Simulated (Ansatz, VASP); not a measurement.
B: VASP beside Ansatz

```
CELL_PARAMETERS angstrom
0.00000 1.59987 1.59987
1.59987 0.00000 1.59987
1.59987 1.59987 0.00000
ATOMIC_POSITIONS crystal
B 0.87500 0.87500 0.87500
B 0.12500 0.12500 0.12500
```

Change from the starting cell: volume scaled by 0.5, LAPW.

Alike in both runs: task single point; functional PBEsol; k mesh 18 × 18 × 18; occupations fermi-dirac, width 0.05 eV; no spin polarisation.

```csv
,VASP,Ansatz
version,VASP 6.6.1,Ansatz 0.2.0
potentials or method,"VASP PAW PBE potentials, release 64 (B), cutoff 520 eV","all-electron LAPW, scalar-relativistic"
```

Ansatz gave:

| Property | Result |
| --- | --- |
| pressure (GPa) | 410.7 |

Task: What did VASP give for the same quantities?

Result: Pressure (GPa): 413.6.

Ansatz ran all-electron here, so the differences hold the error of VASP's frozen core and of both bases.

Caveats: the cell as given lies far from equilibrium; so large a pressure means that the cell lies far from this level's equilibrium, or that cutoff or potentials fall short (VASP); the potentials were made for another functional, which shifts forces and pressure (VASP).
